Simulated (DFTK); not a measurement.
# Na (Im-3m) in DFTK: settings compared

One crystal, Na, is run at these levels: PBEsol, AM05, RPBE; tasks: band structure, equation of state, single point.

Program: DFTK 0.8.2. These are calculated values, not measurements. Logs are shortened: lines on timing, memory, paths and dates and some standing lists are left out, and cuts for length are marked.

### 1 Starting point

It takes space group Im-3m (No. 229, cubic). Conventional cell: a = 4.282 Å, b = 4.282 Å, c = 4.282 Å, α = 90.00°, β = 90.00°, γ = 90.00°. Na (site symmetry m-3m) is surrounded by 8 Na at 3.71 Å.

### 2 Band structure, PBEsol

File run.jl:

```julia
using DFTK
using PseudoPotentialData
using Unitful, UnitfulAtomic
using LinearAlgebra, Printf
include("save.jl")
disable_threading()

lines = readlines("Na.cif")
tag(name) = parse(Float64, split(only(filter(startswith(name), lines)))[2])
a, b, c = tag.(["_cell_length_a", "_cell_length_b", "_cell_length_c"])
α, β, γ = deg2rad.(tag.(["_cell_angle_alpha", "_cell_angle_beta", "_cell_angle_gamma"]))
cx, cy  = cos(β), (cos(α) - cos(β) * cos(γ)) / sin(γ)
lattice = austrip(1u"Å") * [a b*cos(γ) c*cx; 0 b*sin(γ) c*cy; 0 0 c*sqrt(1 - cx^2 - cy^2)]
sites     = split.(lines[findlast(startswith("_atom_site_"), lines)+1:end])
symbols   = [Symbol(s[2]) for s in sites]
positions = [parse.(Float64, s[5:7]) for s in sites]
pseudopotentials = Dict(:Na => "Na.upf")
elements = Dict(s => ElementPsp(s, pseudopotentials; rcut=10.0) for s in unique(symbols))
atoms    = [elements[s] for s in symbols]

build_model(lattice, positions; symmetries=true) =
    model_DFT(lattice, atoms, positions;
              functionals=PBEsol(),
              temperature=austrip(0.05u"eV"),
              smearing=Smearing.FermiDirac(),
              symmetries)
Ecut  = 30.0  # hartree
kgrid = [9, 9, 9]
tol   = 1e-6
to_GPa = ustrip(uconvert(u"GPa", 1u"hartree/bohr^3"))

model = build_model(lattice, positions)
basis = PlaneWaveBasis(model; Ecut, kgrid)
display(basis)
scfres = self_consistent_field(basis;
                               tol,
                               nbandsalg=AdaptiveBands(model; n_bands_converge=9))
display(scfres.energies)
@printf "Fermi level: %.6f eV\n" ustrip(auconvert(u"eV", something(scfres.εF, NaN)))
forces = compute_forces_cart(scfres)
println("Forces (eV/Å)")
for (s, f) in zip(symbols, forces)
    @printf "%-3s %12.6f %12.6f %12.6f\n" s ustrip.(auconvert.(u"eV/Å", f))...
end
stress = compute_stresses_cart(scfres)
println("Stress (GPa)")
display(round.(stress * to_GPa; digits=4))
println("Levels at the first k-point (eV): ", round.(ustrip.(auconvert.(u"eV", scfres.eigenvalues[1][1:scfres.n_bands_converge])); digits=4))
save_scf!(scfres; forces, stress)

points = Dict("G" => [0.0, 0.0, 0.0], "H" => [0.5, -0.5, 0.5], "P" => [0.25, 0.25, 0.25], "N" => [0.0, 0.0, 0.5])
segments = [("G", "H", 10), ("H", "N", 7), ("N", "G", 7), ("G", "P", 8), ("P", "H", 8), ("P", "N", 5)]
kcoords = vcat([[points[a] + t * (points[b] - points[a]) for t in range(0, 1, n)] for (a, b, n) in segments]...)
bands = compute_bands(scfres, ExplicitKpoints(kcoords); n_bands=11, tol=1e-5)
for (k, ε) in zip(bands.basis.kpoints, bands.eigenvalues)
    @printf "%d %8.4f %8.4f %8.4f " k.spin k.coordinate...
    println(join([@sprintf("%9.4f", e) for e in ustrip.(auconvert.(u"eV", ε .- scfres.εF))]))
end
results["band_energies"] = rows(bands.eigenvalues); results["band_kpoints"] = rows(kcoords)
```

File Na.cif:

```cif
data_Na
_cell_length_a 3.70832078
_cell_length_b 3.70832078
_cell_length_c 3.70832078
_cell_angle_alpha 109.47122063
_cell_angle_beta 109.47122063
_cell_angle_gamma 109.47122063
_space_group_name_H-M_alt 'P1'
_space_group_name_Hall 'P 1'
_space_group_IT_number 1
loop_
_space_group_symop_operation_xyz
'x,y,z'
loop_
_atom_site_label
_atom_site_type_symbol
_atom_site_symmetry_multiplicity
_atom_site_Wyckoff_symbol
_atom_site_fract_x
_atom_site_fract_y
_atom_site_fract_z
_atom_site_occupancy
Na1 Na 1 a 0.0000000000 0.0000000000 0.0000000000 1
```

Potentials or basis: SPMS 1.0 (PBE).

The run is started by

```console
> julia --threads=1 run.jl  # save.jl only writes the numbers to a file and isn't shown; printed stress counts tension as positive; times include loading and compiling
```

The log of the run:

```text
PlaneWaveBasis discretization:

    Ecut                 : 30.0 Ha
    fft_size             : (40, 40, 40), 64000 total points
    kgrid                : MonkhorstPack([9, 9, 9])
    num.   red. kpoints  : 729
    num. irred. kpoints  : 35

    Discretized Model(gga_x_pbe_sol+gga_c_pbe_sol, 3D):
        lattice (in Bohr)    : [7.00771   , -2.3359   , -2.3359   ]
                               [0         , 6.60693   , -3.30347  ]
                               [0         , 0         , 5.72177   ]
        unit cell volume     : 264.92 Bohr³

        atoms                : Na
        atom potentials      : ElementPsp(:Na, "Na.upf")

        num. electrons       : 9
        spin polarization    : none
        temperature          : 0.0018375 Ha
        smearing             : DFTK.Smearing.FermiDirac()

        terms                : Kinetic()
                               AtomicLocal()
                               AtomicNonlocal()
                               Ewald(nothing)
                               PspCorrection()
                               Hartree()
                               Xc(gga_x_pbe_sol, gga_c_pbe_sol)
                               Entropy()
n     Energy            log10(ΔE)   log10(Δρ)   Diag   Δtime
---   ---------------   ---------   ---------   ----   ------
  1   -41.68105226821                   -1.83    3.9    2.67s
  2   -41.68123915286       -3.73       -2.41    1.0    2.01s
  3   -41.68125547679       -4.79       -2.64    2.8    2.30s
  4   -41.68125501347   +   -6.33       -2.74    1.1    1.79s
  5   -41.68125548662       -6.32       -3.00    1.1    1.01s
  6   -41.68125564833       -6.79       -3.20    1.1    1.68s
  7   -41.68125572401       -7.12       -3.64    1.0    1.71s
  8   -41.68125573805       -7.85       -4.15    1.6    1.05s
  9   -41.68125573928       -8.91       -4.17    2.0    2.11s
 10   -41.68125574023       -9.02       -4.87    1.0    1.72s
 11   -41.68125574025      -10.55       -4.93    2.1    1.37s
 12   -41.68125574028      -10.67       -5.31    1.0    1.64s
 13   -41.68125574028      -11.19       -5.81    1.1    1.75s
 14   -41.68125574028      -12.46       -6.40    1.4    1.03s
Energy breakdown (in Ha):
    Kinetic             20.3657221
    AtomicLocal         -44.1646016
    AtomicNonlocal      -10.6136334
    Ewald               -18.2145904
    PspCorrection       0.4634182
    Hartree             16.4794962
    Xc                  -5.9969469
    Entropy             -0.0001199

    total               -41.681255740283
Fermi level: 0.351816 eV
Forces (eV/Å)
Na     -0.000000     0.000000    -0.000000
Stress (GPa)
3×3 StaticArraysCore.SMatrix{3, 3, Float64, 9} with indices SOneTo(3)×SOneTo(3):
  0.4461  0.0      0.0
  0.0     0.4461  -0.0
 -0.0     0.0      0.4461
Levels at the first k-point (eV): [-52.5338, -24.4229, -24.4229, -24.4229, -2.8092, 11.7493, 11.7493, 11.7493, 12.7014]
1   0.0000   0.0000   0.0000  -52.8856 -24.7747 -24.7747 -24.7747  -3.1610  11.3975  11.3975  11.3975  12.3496  12.3496  12.8378
1   0.0556  -0.0556   0.0556  -52.8855 -24.7758 -24.7753 -24.7753  -3.0560  10.4320  10.4320  10.8635  11.4978  11.8288  13.1527
1   0.1111  -0.1111   0.1111  -52.8853 -24.7790 -24.7771 -24.7771  -2.7422   9.1315   9.1315   9.3584  10.8693  11.7984  13.4238
1   0.1667  -0.1667   0.1667  -52.8849 -24.7833 -24.7798 -24.7798  -2.2232   7.9685   7.9685   8.0490   9.8201  12.2993  13.8447
1   0.2222  -0.2222   0.2222  -52.8844 -24.7878 -24.7832 -24.7832  -1.5047   6.9398   6.9814   6.9814   8.8083  12.9998  14.4304
1   0.2778  -0.2778   0.2778  -52.8840 -24.7915 -24.7870 -24.7870  -0.5941   6.0317   6.1760   6.1760   7.9009  13.3677  13.8989
[... 37 lines left out ...]
1   0.0625   0.0625   0.4375  -52.8841 -24.8029 -24.7854 -24.7756   0.8814   1.2947   6.5873   7.5886  10.6119  11.4522  15.8054
1   0.0000   0.0000   0.5000  -52.8841 -24.8041 -24.7848 -24.7746   0.7636   1.1664   7.9766   8.8752   8.9722   9.9978  15.6938
```

Run time: 59 s. Hardware: 1 thread of Intel Xeon 6975P-C (Granite Rapids), shared host; peak memory 1.5 GiB.

What came out:

```yaml
Free_energy: -1134.2047 eV
Band_gap_on_the_k_mesh: none (metal or under the smearing width)
```

Levels at the corners of the path, in eV from the Fermi level:
| point | band 1 | band 2 | band 3 | band 4 | band 5 | band 6 | band 7 | band 8 | band 9 |
| --- | --- | --- | --- | --- | --- | --- | --- | --- | --- |
| Γ | -52.89 | -24.77 | -24.77 | -24.77 | -3.16 | 11.40 | 11.40 | 11.40 | 12.35 |
| H | -52.88 | -24.80 | -24.80 | -24.80 | 4.42 | 4.42 | 4.76 | 4.76 | 4.76 |
| N | -52.88 | -24.80 | -24.78 | -24.77 | 0.76 | 1.17 | 7.98 | 8.88 | 8.97 |
| Γ | -52.89 | -24.77 | -24.77 | -24.77 | -3.16 | 11.40 | 11.40 | 11.40 | 12.35 |
| P | -52.88 | -24.79 | -24.79 | -24.79 | 2.66 | 2.66 | 2.66 | 4.14 | 16.88 |
| H | -52.88 | -24.80 | -24.80 | -24.80 | 4.42 | 4.42 | 4.76 | 4.76 | 4.76 |
| P | -52.88 | -24.79 | -24.79 | -24.79 | 2.66 | 2.66 | 2.66 | 4.14 | 16.88 |
| N | -52.88 | -24.80 | -24.78 | -24.77 | 0.76 | 1.17 | 7.98 | 8.88 | 8.97 |

Caveat: the cutoff is short for these potentials, so energies and forces aren't converged, fitted volumes are rough and the log's stress (off by 3 to 10 GPa or more in trials) isn't used; the potentials were made for another functional, which shifts forces and pressure.

### 3 Equation of state, PBEsol

File run.jl:

```julia
using DFTK
using PseudoPotentialData
using Unitful, UnitfulAtomic
using LinearAlgebra, Printf
include("save.jl")
disable_threading()

lines     = readlines("POSCAR")
lattice   = austrip(1u"Å") * parse(Float64, lines[2]) * hcat([parse.(Float64, split(l)) for l in lines[3:5]]...)
symbols   = vcat([fill(Symbol(s), parse(Int, n)) for (s, n) in zip(split(lines[6]), split(lines[7]))]...)
positions = [parse.(Float64, split(l)[1:3]) for l in lines[9:8+length(symbols)]]
pseudopotentials = Dict(:Na => "Na.upf")
elements = Dict(s => ElementPsp(s, pseudopotentials; rcut=10.0) for s in unique(symbols))
atoms    = [elements[s] for s in symbols]

build_model(lattice, positions; symmetries=true) =
    model_DFT(lattice, atoms, positions;
              functionals=PBEsol(),
              temperature=austrip(0.05u"eV"),
              smearing=Smearing.FermiDirac(),
              symmetries)
Ecut  = 44.0  # hartree
kgrid = [6, 6, 6]
tol   = 1e-6
to_GPa = ustrip(uconvert(u"GPa", 1u"hartree/bohr^3"))

results["points"] = []
for scale in [0.94, 0.96, 0.98, 1.0, 1.02, 1.04, 1.06]
    println("\n=== scale = ", scale)
    model = build_model(cbrt(scale) * lattice, positions)
    basis = PlaneWaveBasis(model; Ecut, kgrid)
    t0 = time()
    scfres = self_consistent_field(basis;
                                   tol,
                                   nbandsalg=AdaptiveBands(model; n_bands_converge=9))
    seconds = time() - t0
    @printf "SCF: %d iterations, %.1f s\n" scfres.n_iter seconds
    forces = compute_forces_cart(scfres)
    stress = compute_stresses_cart(scfres)
    @printf "V = %.5f Å^3  F = %.8f Ha  max force = %.5f eV/Å  p = %.4f GPa\n" ustrip(auconvert(u"Å^3", model.unit_cell_volume)) scfres.energies.total ustrip(auconvert(u"eV/Å", maximum(norm, forces))) (-tr(stress) / 3 * to_GPa)
    push!(results["points"], save_scf!(scfres; forces, stress, d=Dict{String,Any}("seconds" => seconds, "n_matvec" => get(scfres, :n_matvec, 0))))
end

# third-order Birch-Murnaghan fit in x = V^(-2/3)
V = [0.94, 0.96, 0.98, 1.0, 1.02, 1.04, 1.06] * abs(det(lattice))
E = [p["total"] for p in results["points"]]
x = V .^ (-2 / 3)
c = [x .^ 0 x x .^ 2 x .^ 3] \ E
Δ = c[3]^2 - 3c[2] * c[4]
if Δ > 0
    x0 = (-c[3] + sqrt(Δ)) / 3c[4]
    B0 = 4 / 9 * x0^(7 / 2) * (2c[3] + 6c[4] * x0)
    @printf "V0 = %.4f Å^3  B0 = %.2f GPa\n" ustrip(auconvert(u"Å^3", x0^(-3 / 2))) B0 * to_GPa
end
```

File POSCAR:

```
Na
1.0
   -2.1410000000      2.1410000000      2.1410000000
    2.1410000000     -2.1410000000      2.1410000000
    2.1410000000      2.1410000000     -2.1410000000
Na
1
Direct
    0.0000000000      0.0000000000      0.0000000000
```

Potentials or basis: PseudoDojo 0.4 stringent (PBEsol).

The run is started by

```console
> julia --threads=1 run.jl  # save.jl only writes the numbers to a file and isn't shown; printed stress counts tension as positive; times include loading and compiling
```

The log of the run:

```text
=== scale = 0.94
n     Energy            log10(ΔE)   log10(Δρ)   Diag   Δtime
---   ---------------   ---------   ---------   ----   ------
  1   -45.63092448249                   -1.95    4.9    2.57s
  2   -45.63113444409       -3.68       -2.45    1.0    1.92s
  3   -45.63115444186       -4.70       -2.62    3.2    1.39s
  4   -45.63115324825   +   -5.92       -2.61    1.8    1.91s
  5   -45.63115480726       -5.81       -3.16    1.0    1.75s
  6   -45.63115493682       -6.89       -3.88    1.8    1.15s
  7   -45.63115493601   +   -9.09       -3.85    1.9    1.74s
  8   -45.63115493998       -8.40       -4.34    1.1    1.65s
  9   -45.63115494048       -9.30       -4.92    1.2    887ms
 10   -45.63115494055      -10.13       -5.61    2.2    1.97s
[... 61 further cycles ...]
  2   -45.63068170147       -3.61       -2.44    1.0    831ms
  3   -45.63070615961       -4.61       -2.56    3.2    2.01s
  4   -45.63070393821   +   -5.65       -2.48    1.9    1.17s
  5   -45.63070658773       -5.58       -3.01    1.0    1.48s
  6   -45.63070682229       -6.63       -3.70    1.9    1.77s
  7   -45.63070682343       -8.94       -3.74    1.8    990ms
  8   -45.63070683037       -8.16       -4.71    1.0    1.55s
  9   -45.63070683050       -9.87       -4.94    2.4    1.15s
 10   -45.63070683054      -10.45       -5.55    1.4    1.60s
 11   -45.63070683054      -11.65       -6.14    2.0    1.81s
SCF: 11 iterations, 17.6 s
V = 41.61174 Å^3  F = -45.63070683 Ha  max force = 0.00000 eV/Å  p = -0.7467 GPa
V0 = 36.8342 Å^3  B0 = 7.62 GPa
```

Run time: 3.6 min. Hardware: 1 thread of Intel Xeon 6975P-C (Granite Rapids), shared host; peak memory 1.5 GiB.

What came out:

```yaml
Equilibrium_volume: "36.83 Å³/atom (rough: see the caveat)"
Bulk_modulus: 7.6 GPa (rough)
```

Energy against volume, from the lowest point:
```
volume (Å³/atom)  energy (meV/atom)
          36.901               0.00
          37.686               0.45
          38.471               1.62
          39.256               3.43
          40.041               5.83
          40.827               8.77
          41.612              12.19
```

Caveat: the minimum lies outside the volumes run.

### 4 Equation of state, AM05

Edit run.jl of step 3 so:

```diff
@@ -7,6 +7,8 @@
 
-lines     = readlines("POSCAR")
-lattice   = austrip(1u"Å") * parse(Float64, lines[2]) * hcat([parse.(Float64, split(l)) for l in lines[3:5]]...)
-symbols   = vcat([fill(Symbol(s), parse(Int, n)) for (s, n) in zip(split(lines[6]), split(lines[7]))]...)
-positions = [parse.(Float64, split(l)[1:3]) for l in lines[9:8+length(symbols)]]
+# lattice vectors are the columns
+lattice = austrip(1u"Å") * [        -2.141          2.141          2.141;
+                    2.141         -2.141          2.141;
+                    2.141          2.141         -2.141]
+symbols   = [:Na]
+positions = [[0.0, 0.0, 0.0]]
 pseudopotentials = Dict(:Na => "Na.upf")
@@ -17,3 +19,3 @@
     model_DFT(lattice, atoms, positions;
-              functionals=PBEsol(),
+              functionals=[:gga_x_am05, :gga_c_am05],
               temperature=austrip(0.05u"eV"),
@@ -21,4 +23,4 @@
               symmetries)
-Ecut  = 44.0  # hartree
-kgrid = [6, 6, 6]
+Ecut  = 35.0  # hartree
+kgrid = [7, 7, 7]
 tol   = 1e-6
```

Potentials or basis: SG15 1.2 (PBE).

The run is started by

```console
> julia --threads=1 run.jl  # save.jl only writes the numbers to a file and isn't shown; printed stress counts tension as positive; times include loading and compiling
```

Wall time 2.8 min (1 thread of Intel Xeon 6975P-C (Granite Rapids), shared host); peak memory 1.5 GiB.

It converged, with:

```
Equilibrium volume : 37.63 Å³/atom (rough: see the caveat)
Bulk modulus       : 7.7 GPa (rough)
```

Energy against volume, from the lowest point:
```tsv
volume (Å³/atom)	energy (meV/atom)
36.901	0.35
37.686	0.00
38.471	0.43
39.256	1.55
40.041	3.30
40.827	5.58
41.612	8.37
```

Caveat: the cutoff is short for these potentials, so energies and forces aren't converged, fitted volumes are rough and the log's stress (off by 3 to 10 GPa or more in trials) isn't used; the potentials were made for another functional, which shifts forces and pressure.

### 5 Single point, AM05, 36.90 Å³/atom (volume scaled by 0.94)

run.jl is that of step 4.

The run is started by

```console
> julia --threads=1 run.jl  # one pass of the loop, scale = 0.94; save.jl only writes the numbers to a file and isn't shown; printed stress counts tension as positive; times include loading and compiling
```

Wall time 13 s (1 thread of Intel Xeon 6975P-C (Granite Rapids), shared host).

Results (log left out):

* Free energy: -1155.6709 eV
* Band gap on the k mesh: none (metal or under the smearing width)

Caveat: the cutoff is short for these potentials, so energies and forces aren't converged, fitted volumes are rough and the log's stress (off by 3 to 10 GPa or more in trials) isn't used; the potentials were made for another functional, which shifts forces and pressure.

### 6 Single point, AM05, 37.69 Å³/atom (volume scaled by 0.96)

run.jl is that of step 5.

Potentials or basis: SG15 1.2 (PBE).

The run is started by

```console
> julia --threads=1 run.jl  # one pass of the loop, scale = 0.96; save.jl only writes the numbers to a file and isn't shown; printed stress counts tension as positive; times include loading and compiling
```

It took 12 s on 1 thread of Intel Xeon 6975P-C (Granite Rapids), shared host.

Results (log left out):

* Free energy: -1155.6713 eV
* Band gap on the k mesh: none (metal or under the smearing width)

Caveat: the cutoff is short for these potentials, so energies and forces aren't converged, fitted volumes are rough and the log's stress (off by 3 to 10 GPa or more in trials) isn't used; the potentials were made for another functional, which shifts forces and pressure.

### 7 Single point, AM05, 38.47 Å³/atom (volume scaled by 0.98)

run.jl is that of step 6.

The run is started by

```console
> julia --threads=1 run.jl  # one pass of the loop, scale = 0.98; save.jl only writes the numbers to a file and isn't shown; printed stress counts tension as positive; times include loading and compiling
```

Run time: 12 s. Hardware: 1 thread of Intel Xeon 6975P-C (Granite Rapids), shared host.

It converged, with:

```yaml
Free_energy: -1155.6708 eV
Band_gap_on_the_k_mesh: none (metal or under the smearing width)
```

Caveat: the cutoff is short for these potentials, so energies and forces aren't converged, fitted volumes are rough and the log's stress (off by 3 to 10 GPa or more in trials) isn't used; the potentials were made for another functional, which shifts forces and pressure.

### 8 Single point, AM05, 39.26 Å³/atom

run.jl is that of step 7.

The run is started by

```console
> julia --threads=1 run.jl  # one pass of the loop, scale = 1.0; save.jl only writes the numbers to a file and isn't shown; printed stress counts tension as positive; times include loading and compiling
```

Wall time 12 s (1 thread of Intel Xeon 6975P-C (Granite Rapids), shared host).

It converged, with:

- Free energy: -1155.6697 eV
- Band gap on the k mesh: none (metal or under the smearing width)

Caveat: the cutoff is short for these potentials, so energies and forces aren't converged, fitted volumes are rough and the log's stress (off by 3 to 10 GPa or more in trials) isn't used; the potentials were made for another functional, which shifts forces and pressure.

### 9 Single point, AM05, 40.04 Å³/atom (volume scaled by 1.02)

run.jl is that of step 8.

Potentials or basis: SG15 1.2 (PBE).

The run is started by

```console
> julia --threads=1 run.jl  # one pass of the loop, scale = 1.02; save.jl only writes the numbers to a file and isn't shown; printed stress counts tension as positive; times include loading and compiling
```

Run time: 11 s. Hardware: 1 thread of Intel Xeon 6975P-C (Granite Rapids), shared host.

Results (log left out):

```yaml
Free_energy: -1155.6680 eV
Band_gap_on_the_k_mesh: none (metal or under the smearing width)
```

Caveat: the cutoff is short for these potentials, so energies and forces aren't converged, fitted volumes are rough and the log's stress (off by 3 to 10 GPa or more in trials) isn't used; the potentials were made for another functional, which shifts forces and pressure.

### 10 Single point, AM05, 40.83 Å³/atom (volume scaled by 1.04)

run.jl is that of step 9.

The run is started by

```console
> julia --threads=1 run.jl  # one pass of the loop, scale = 1.04; save.jl only writes the numbers to a file and isn't shown; printed stress counts tension as positive; times include loading and compiling
```

Wall time 12 s (1 thread of Intel Xeon 6975P-C (Granite Rapids), shared host).

It converged, with:

```
Free energy            : -1155.6657 eV
Band gap on the k mesh : none (metal or under the smearing width)
```

Caveat: the cutoff is short for these potentials, so energies and forces aren't converged, fitted volumes are rough and the log's stress (off by 3 to 10 GPa or more in trials) isn't used; the potentials were made for another functional, which shifts forces and pressure.

(Continued in part 2 of 2.)
